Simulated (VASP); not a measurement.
# BN (P6_3mc) in VASP: further runs

Runs on BN. Level: r2SCAN. Tasks: single point.

Program: VASP 6.6.1. These are calculated values, not measurements. Logs are shortened: lines on timing, memory, paths and dates and some standing lists are left out, and cuts for length are marked.

## 1. The structure

The structure is hexagonal, space group P6_3mc (No. 186). Conventional cell: a = 2.554 Å, b = 2.554 Å, c = 4.227 Å, α = 90.00°, β = 90.00°, γ = 120.00°. Around N (site symmetry 3m) lie 4 B at 1.57 to 1.58 Å. B (site symmetry 3m) has 4 N at 1.57 to 1.58 Å as nearest neighbours.

Measurements of this composition are mostly on another form, of space group No. 194.

## 2. Single point, r2SCAN

Contents of INCAR:

```
  ADDGRID = F
  ALGO = Normal
  EDIFF = 1E-5
  ENCUT = 400
  ISIF = 2
  ISMEAR = 0
  LASPH = T
  LCHARG = F
  LMIXTAU = T
  LREAL = F
  LWAVE = F
  METAGGA = R2SCAN
  NBANDS = 16
  NELM = 100
  PREC = Accurate
  SIGMA = 0.05
```

Contents of KPOINTS:

```
k-points
0
Gamma
  7 7 4
```

Contents of POSCAR:

```
BN
1.0
    2.5539396017      0.0000000000      0.0000000000
   -1.2769698009      2.2117765748      0.0000000000
    0.0000000000      0.0000000000      4.2268550000
N B
2 2
Direct
    0.3333333333      0.6666666667      0.1252760000
    0.6666666667      0.3333333333      0.6252760000
    0.3333333333      0.6666666667      0.4997240000
    0.6666666667      0.3333333333      0.9997240000
```

Potentials or basis: VASP PAW PBE potentials, release 64 (N_s, B_s).

Launch:

```sh
cat potpaw_PBE.64/N_s/POTCAR potpaw_PBE.64/B_s/POTCAR > POTCAR
mpirun -np 1 vasp_std > vasp.out
```

OUTCAR:

```text
EDIFF = 1E-5
   ENCUT = 400
   ISIF = 2
   ISMEAR = 0
   LASPH = T
   LREAL = F
   METAGGA = R2SCAN
   NELM = 100
   PREC = Accurate

 Found     24 irreducible k-points:

 Following reciprocal coordinates:
            Coordinates               Weight
  0.000000  0.000000  0.000000      1.000000
  0.142857  0.000000  0.000000      6.000000
  0.285714  0.000000  0.000000      6.000000
  0.428571  0.000000  0.000000      6.000000
  0.142857  0.142857  0.000000      6.000000
  0.285714  0.142857  0.000000     12.000000
   k-points           NKPTS =     24   k-points in BZ     NKDIM =     24   number of bands    NBANDS=     16
   number of dos      NEDOS =    301   number of ions     NIONS =      4
   total plane-waves  NPLWV =   9072
   dimension x,y,z NGX =    18 NGY =   18 NGZ =   28
   dimension x,y,z NGXF=    36 NGYF=   36 NGZF=   56
   ions per type =               2   2
   NGX,Y,Z   is equivalent  to a cutoff of  11.72, 11.72, 11.01 a.u.
   NGXF,Y,Z  is equivalent  to a cutoff of  23.43, 23.43, 22.03 a.u.
 SYSTEM =  unknown system
   PREC   = accura    normal or accurate (medium, high low for compatibility)
   ISTART =      0    job   : 0-new  1-cont  2-samecut
   ICHARG =      2    charge: 1-file 2-atom 10-const
   ISPIN  =      1    spin polarized calculation?
   LNONCOLLINEAR =      F non collinear calculations
   LSORBIT =      F    spin-orbit coupling
   LASPH  =      T    aspherical Exc in radial PAW
   ENCUT  =  400.0 eV  29.40 Ry    5.42 a.u.   4.16  4.16  6.89*2*pi/ulx,y,z
   NELM   =    100;   NELMIN=  2; NELMDL= -5     # of ELM steps
   EDIFF  = 0.1E-04   stopping-criterion for ELM
   LREAL  =      F    real-space projection
   EDIFFG = 0.1E-03   stopping-criterion for IOM
   NSW    =      0    number of steps for IOM
   IBRION =     -1    ionic relax: 0-MD 1-quasi-New 2-CG
   NFREE  =      0    steps in history (QN), initial steepest desc. (CG)
   ISIF   =      2    stress and relaxation
   ISYM   =      2    0-nonsym 1-usesym 2-fastsym
   POTIM  = 0.5000    time-step for ionic-motion
   TEBEG  =    0.0;   TEEND  =   0.0 temperature during run
   PSTRESS=    0.0 pullay stress
   NELECT =      16.0000    total number of electrons
   NUPDOWN=      -1.0000    fix difference up-down
   EMIN   =  10.00;   EMAX   =-10.00  energy-range for DOS
   EFERMI =   0.00;   METHOD = LEGACY
   ISMEAR =     0;   SIGMA  =   0.05  broadening in eV -4-tet -1-fermi 0-gaus
   EFERMI_NEDOS =   21; number of points for ismear=-14 and -15
   IALGO  =     38    algorithm
   IMIX   =      4    mixing-type and parameters
     AMIX     =   0.40;   BMIX     =  1.00
     AMIX_MAG =   1.60;   BMIX_MAG =  1.00
  volume/ion in A,a.u.               =       5.97        40.28
  Fermi-wavevector in a.u.,A,eV,Ry     =   1.432600  2.707222 27.923836  2.052344
  Thomas-Fermi vector in A             =   2.552210
   LORBIT       =      0    0 simple, 1 ext, 2 COOP (PROOUT), +10 PAW based schemes
   METAGGA = R2SCAN    functional components
   LHFCALC =     F    Hartree Fock is set to
   AEXX    =    0.0000 exact exchange contribution
   IVDW    =     0    specifies the selected vdW correction
   LEPSILON=     F    determine dielectric tensor
   LRPA    =     F    only Hartree local field effects (RPA)
 non-spin polarized calculation
 Gauss-broadening in eV      SIGMA  =   0.05
  energy-cutoff  :      400.00
  volume of cell :       23.88
 maximum number of plane-waves:       444
 NGX is ok and might be reduce to    18
   NGX =  9   NGY =  9   NGZ = 13

 number of electron      15.9999996 magnetization

 Free energy of the ion-electron system (eV)
  ---------------------------------------------------
  ext. energy  EPLUGINS =         0.00000000
  ---------------------------------------------------
  free energy    TOTEN  =       -38.11525204 eV

  energy without entropy =      -38.11525204  energy(sigma->0) =      -38.11525204

 E-fermi :   9.4101     XC(G=0): -13.5684

 val. band max:        9.1234960389   @ k =   0.0000   0.0000   0.0000
 cond. band min:      15.2520622549   @ k =   0.2857   0.2857   0.0000
 fundamental gap:      6.1285662159
 Fermi energy:         9.4101381937

 k-point     1 :       0.0000    0.0000    0.0000
  band No.  band energies     occupation
      1     -12.2552      2.00000
      2      -8.0668      2.00000
      3      -2.1296      2.00000
      4       6.9316      2.00000
      5       6.9316      2.00000
      6       8.8441      2.00000
[... 8 lines left out ...]
     15      21.8004      0.00000
     16      26.3625      0.00000

 k-point     2 :       0.1429    0.0000    0.0000
  band No.  band energies     occupation
      1     -11.8011      2.00000
      2      -7.7257      2.00000
      3      -1.6783      2.00000
      4       5.0318      2.00000
      5       6.1721      2.00000
      6       7.5157      2.00000
[... 8 lines left out ...]
     15      23.0788      0.00000
     16      25.6011      0.00000

 k-point     3 :       0.2857    0.0000    0.0000
  band No.  band energies     occupation
      1     -10.4940      2.00000
      2      -6.8925      2.00000
      3      -0.3899      2.00000
      4       1.5983      2.00000
      5       4.3721      2.00000
      6       4.8865      2.00000
[... 8 lines left out ...]
     15      25.7472      0.00000
     16      25.8798      0.00000

 k-point     4 :       0.4286    0.0000    0.0000
  band No.  band energies     occupation
      1      -8.6569      2.00000
      2      -6.5511      2.00000
      3      -0.5678      2.00000
      4       1.2272      2.00000
      5       1.7815      2.00000
      6       4.0795      2.00000
[... 8 lines left out ...]
     15      26.4171      0.00000
     16      27.8071      0.00000

 k-point     5 :       0.1429    0.1429    0.0000
  band No.  band energies     occupation
      1     -10.9179      2.00000
      2      -7.1255      2.00000
      3      -0.8044      2.00000
      4       3.0157      2.00000
      5       4.1014      2.00000
      6       5.9752      2.00000
[... 8 lines left out ...]
     15      25.3761      0.00000
     16      25.4819      0.00000

 k-point     6 :       0.2857    0.1429    0.0000
  band No.  band energies     occupation
      1      -9.2982      2.00000
      2      -6.4199      2.00000
      3       0.4667      2.00000
      4       0.7827      2.00000
      5       2.2543      2.00000
      6       3.7503      2.00000
[... 8 lines left out ...]
     15      25.3654      0.00000
     16      26.3513      0.00000

 [... further k-points ...]
[... 5 lines left out ...]
  --------------------------------------------------------------------------------------
  -------------------------------------------------------------------------------------
  Total       -0.4903996     -0.4903996     -0.5827080      0.0000000      0.0000000      0.0000000
  in kB      -32.9072396    -32.9072396    -39.1014002      0.0000000      0.0000000      0.0000000
  external PRESSURE =     -34.9719598 kB  Pullay stress =       0.0000000 kB

 VOLUME and BASIS-vectors are now :
 -----------------------------------------------------------------------------
  energy-cutoff  :      400.00
  volume of cell :       23.88
      direct lattice vectors                 reciprocal lattice vectors
     2.553939602  0.000000000  0.000000000     0.391551938  0.226062617  0.000000000
    -1.276969801  2.211776575  0.000000000     0.000000000  0.452125233  0.000000000
     0.000000000  0.000000000  4.226855000     0.000000000  0.000000000  0.236582518

 POSITION                                       TOTAL-FORCE (eV/Angst)
 -----------------------------------------------------------------------------------
     -0.00000      1.47452      0.52952        -0.000000      0.000000     -0.021274
      1.27697      0.73726      2.64295         0.000000     -0.000000     -0.021274
     -0.00000      1.47452      2.11226         0.000000      0.000000      0.021274
      1.27697      0.73726      4.22569        -0.000000     -0.000000      0.021274
 -----------------------------------------------------------------------------------
    total drift:                               -0.000000     -0.000000     -0.001421

  FREE ENERGIE OF THE ION-ELECTRON SYSTEM (eV)
  ---------------------------------------------------
  free  energy   TOTEN  =       -38.1152520382 eV

  energy  without entropy=      -38.1152520382  energy(sigma->0) =      -38.11525204
```

stdout:

```text
POSCAR found type information on POSCAR N B
 POSCAR found :  2 types and       4 ions
 scaLAPACK will be used
 -----------------------------------------------------------------------------
|                                                                             |
|                                                                             |
|     You enforced a specific xc type in the INCAR file but a different       |
|     I HOPE YOU KNOW WHAT YOU ARE DOING!                                     |
|                                                                             |
 -----------------------------------------------------------------------------

 LDA part: xc-table for (None), standard interpolation
 POSCAR, INCAR and KPOINTS ok, starting setup
 FFT: planning ... GRIDC
 FFT: planning ... GRID_SOFT
 FFT: planning ... GRID
 WAVECAR not read
 entering main loop
```

Run time: 29 s. Hardware: 1 thread of Intel Xeon Platinum 8488C (Sapphire Rapids), shared host; peak memory 0.12 GiB.

These settings aren't checked as converged: the numbers below hold their error.

What came out:

```yaml
Free_energy: -38.1153 eV
Pressure: -3.5 GPa
Largest_force: 0.021 eV/Å
Band_gap_on_the_k_mesh: 6.13 eV, indirect (least direct gap 8.91 eV)
```

Caveat: the PAW data sets were made with another functional, which shifts forces and pressure a little; an odd mesh through Γ misses points on the zone boundary, where band edges often lie.

## 3. Single point, r2SCAN

INCAR, as its differences from that of step 2:

```diff
@@ -1,4 +1,4 @@
-  ADDGRID = F
+  ADDGRID = T
   ALGO = Normal
-  EDIFF = 1E-5
+  EDIFF = 1E-6
   ENCUT = 400
```

KPOINTS is that of step 2.

POSCAR is that of step 2.

Potentials or basis: VASP PAW PBE potentials, release 64 (N_s, B_s).

Launch:

```sh
cat potpaw_PBE.64/N_s/POTCAR potpaw_PBE.64/B_s/POTCAR > POTCAR
mpirun -np 1 vasp_std > vasp.out
```

OUTCAR:

```text
EDIFF = 1E-6
   ENCUT = 400
   ISIF = 2
   ISMEAR = 0
   LASPH = T
   LREAL = F
   METAGGA = R2SCAN
   NELM = 100
   PREC = Accurate

 Found     24 irreducible k-points:

 Following reciprocal coordinates:
            Coordinates               Weight
  0.000000  0.000000  0.000000      1.000000
  0.142857  0.000000  0.000000      6.000000
  0.285714  0.000000  0.000000      6.000000
  0.428571  0.000000  0.000000      6.000000
  0.142857  0.142857  0.000000      6.000000
  0.285714  0.142857  0.000000     12.000000
   k-points           NKPTS =     24   k-points in BZ     NKDIM =     24   number of bands    NBANDS=     16
   number of dos      NEDOS =    301   number of ions     NIONS =      4
   total plane-waves  NPLWV =   9072
   dimension x,y,z NGX =    18 NGY =   18 NGZ =   28
   dimension x,y,z NGXF=    36 NGYF=   36 NGZF=   56
   ions per type =               2   2
   NGX,Y,Z   is equivalent  to a cutoff of  11.72, 11.72, 11.01 a.u.
   NGXF,Y,Z  is equivalent  to a cutoff of  23.43, 23.43, 22.03 a.u.
 SYSTEM =  unknown system
   PREC   = accura    normal or accurate (medium, high low for compatibility)
   ISTART =      0    job   : 0-new  1-cont  2-samecut
   ICHARG =      2    charge: 1-file 2-atom 10-const
   ISPIN  =      1    spin polarized calculation?
   LNONCOLLINEAR =      F non collinear calculations
   LSORBIT =      F    spin-orbit coupling
   LASPH  =      T    aspherical Exc in radial PAW
   ENCUT  =  400.0 eV  29.40 Ry    5.42 a.u.   4.16  4.16  6.89*2*pi/ulx,y,z
   NELM   =    100;   NELMIN=  2; NELMDL= -5     # of ELM steps
   EDIFF  = 0.1E-05   stopping-criterion for ELM
   LREAL  =      F    real-space projection
   EDIFFG = 0.1E-04   stopping-criterion for IOM
   NSW    =      0    number of steps for IOM
   IBRION =     -1    ionic relax: 0-MD 1-quasi-New 2-CG
   NFREE  =      0    steps in history (QN), initial steepest desc. (CG)
   ISIF   =      2    stress and relaxation
   ISYM   =      2    0-nonsym 1-usesym 2-fastsym
   POTIM  = 0.5000    time-step for ionic-motion
   TEBEG  =    0.0;   TEEND  =   0.0 temperature during run
   PSTRESS=    0.0 pullay stress
   NELECT =      16.0000    total number of electrons
   NUPDOWN=      -1.0000    fix difference up-down
   EMIN   =  10.00;   EMAX   =-10.00  energy-range for DOS
   EFERMI =   0.00;   METHOD = LEGACY
   ISMEAR =     0;   SIGMA  =   0.05  broadening in eV -4-tet -1-fermi 0-gaus
   EFERMI_NEDOS =   21; number of points for ismear=-14 and -15
   IALGO  =     38    algorithm
   IMIX   =      4    mixing-type and parameters
     AMIX     =   0.40;   BMIX     =  1.00
     AMIX_MAG =   1.60;   BMIX_MAG =  1.00
  volume/ion in A,a.u.               =       5.97        40.28
  Fermi-wavevector in a.u.,A,eV,Ry     =   1.432600  2.707222 27.923836  2.052344
  Thomas-Fermi vector in A             =   2.552210
   LORBIT       =      0    0 simple, 1 ext, 2 COOP (PROOUT), +10 PAW based schemes
   METAGGA = R2SCAN    functional components
   LHFCALC =     F    Hartree Fock is set to
   AEXX    =    0.0000 exact exchange contribution
   IVDW    =     0    specifies the selected vdW correction
   LEPSILON=     F    determine dielectric tensor
   LRPA    =     F    only Hartree local field effects (RPA)
 non-spin polarized calculation
 Gauss-broadening in eV      SIGMA  =   0.05
  energy-cutoff  :      400.00
  volume of cell :       23.88
 maximum number of plane-waves:       444
 NGX is ok and might be reduce to    18
   NGX =  9   NGY =  9   NGZ = 13

 number of electron      16.0000000 magnetization

 Free energy of the ion-electron system (eV)
  ---------------------------------------------------
  ext. energy  EPLUGINS =         0.00000000
  ---------------------------------------------------
  free energy    TOTEN  =       -38.11542666 eV

  energy without entropy =      -38.11542666  energy(sigma->0) =      -38.11542666

 E-fermi :   9.4103     XC(G=0): -13.5756

 val. band max:        9.1278416718   @ k =   0.0000   0.0000   0.0000
 cond. band min:      15.2505325410   @ k =   0.2857   0.2857   0.0000
 fundamental gap:      6.1226908692
 Fermi energy:         9.4103497499

 k-point     1 :       0.0000    0.0000    0.0000
  band No.  band energies     occupation
      1     -12.2589      2.00000
      2      -8.0665      2.00000
      3      -2.1334      2.00000
      4       6.9345      2.00000
      5       6.9345      2.00000
      6       8.8480      2.00000
[... 8 lines left out ...]
     15      21.8022      0.00000
     16      26.3667      0.00000

 k-point     2 :       0.1429    0.0000    0.0000
  band No.  band energies     occupation
      1     -11.8045      2.00000
      2      -7.7251      2.00000
      3      -1.6819      2.00000
      4       5.0332      2.00000
      5       6.1743      2.00000
      6       7.5191      2.00000
[... 8 lines left out ...]
     15      23.0812      0.00000
     16      25.6052      0.00000

 k-point     3 :       0.2857    0.0000    0.0000
  band No.  band energies     occupation
      1     -10.4964      2.00000
      2      -6.8912      2.00000
      3      -0.3926      2.00000
      4       1.5973      2.00000
      5       4.3739      2.00000
      6       4.8879      2.00000
[... 8 lines left out ...]
     15      25.7503      0.00000
     16      25.8832      0.00000

 k-point     4 :       0.4286    0.0000    0.0000
  band No.  band energies     occupation
      1      -8.6577      2.00000
      2      -6.5497      2.00000
      3      -0.5699      2.00000
      4       1.2261      2.00000
      5       1.7811      2.00000
      6       4.0804      2.00000
[... 8 lines left out ...]
     15      26.4205      0.00000
     16      27.8106      0.00000

 k-point     5 :       0.1429    0.1429    0.0000
  band No.  band energies     occupation
      1     -10.9207      2.00000
      2      -7.1245      2.00000
      3      -0.8074      2.00000
      4       3.0159      2.00000
      5       4.1023      2.00000
      6       5.9777      2.00000
[... 8 lines left out ...]
     15      25.3793      0.00000
     16      25.4856      0.00000

 k-point     6 :       0.2857    0.1429    0.0000
  band No.  band energies     occupation
      1      -9.2997      2.00000
      2      -6.4180      2.00000
      3       0.4651      2.00000
      4       0.7807      2.00000
      5       2.2543      2.00000
      6       3.7510      2.00000
[... 8 lines left out ...]
     15      25.3684      0.00000
     16      26.3547      0.00000

 [... further k-points ...]
[... 5 lines left out ...]
  --------------------------------------------------------------------------------------
  -------------------------------------------------------------------------------------
  Total       -0.5586625     -0.5586625     -0.6508066      0.0000000      0.0000000     -0.0000000
  in kB      -37.4878793    -37.4878793    -43.6710174      0.0000000      0.0000000     -0.0000000
  external PRESSURE =     -39.5489254 kB  Pullay stress =       0.0000000 kB

 VOLUME and BASIS-vectors are now :
 -----------------------------------------------------------------------------
  energy-cutoff  :      400.00
  volume of cell :       23.88
      direct lattice vectors                 reciprocal lattice vectors
     2.553939602  0.000000000  0.000000000     0.391551938  0.226062617  0.000000000
    -1.276969801  2.211776575  0.000000000     0.000000000  0.452125233  0.000000000
     0.000000000  0.000000000  4.226855000     0.000000000  0.000000000  0.236582518

 POSITION                                       TOTAL-FORCE (eV/Angst)
 -----------------------------------------------------------------------------------
     -0.00000      1.47452      0.52952         0.000000      0.000000     -0.021112
      1.27697      0.73726      2.64295        -0.000000      0.000000     -0.021112
     -0.00000      1.47452      2.11226         0.000000      0.000000      0.021112
      1.27697      0.73726      4.22569        -0.000000      0.000000      0.021112
 -----------------------------------------------------------------------------------
    total drift:                               -0.000000      0.000000     -0.000876

  FREE ENERGIE OF THE ION-ELECTRON SYSTEM (eV)
  ---------------------------------------------------
  free  energy   TOTEN  =       -38.1154266601 eV

  energy  without entropy=      -38.1154266601  energy(sigma->0) =      -38.11542666
```

stdout:

```text
POSCAR found type information on POSCAR N B
 POSCAR found :  2 types and       4 ions
 scaLAPACK will be used
 -----------------------------------------------------------------------------
|                                                                             |
|                                                                             |
|     You enforced a specific xc type in the INCAR file but a different       |
|     I HOPE YOU KNOW WHAT YOU ARE DOING!                                     |
|                                                                             |
 -----------------------------------------------------------------------------

 LDA part: xc-table for (None), standard interpolation
 POSCAR, INCAR and KPOINTS ok, starting setup
 FFT: planning ... GRIDC
 FFT: planning ... GRID_SOFT
 FFT: planning ... GRID
 WAVECAR not read
 entering main loop
```

Run time: 37 s. Hardware: 1 thread of Intel Xeon Platinum 8488C (Sapphire Rapids), shared host; peak memory 0.15 GiB.

These settings aren't checked as converged: the numbers below hold their error.

Results:

```yaml
Free_energy: -38.1154 eV
Pressure: -4.0 GPa
Largest_force: 0.021 eV/Å
Band_gap_on_the_k_mesh: 6.12 eV, indirect (least direct gap 8.91 eV)
```

Caveat: the PAW data sets were made with another functional, which shifts forces and pressure a little; an odd mesh through Γ misses points on the zone boundary, where band edges often lie.

[end of part 1 of 2]
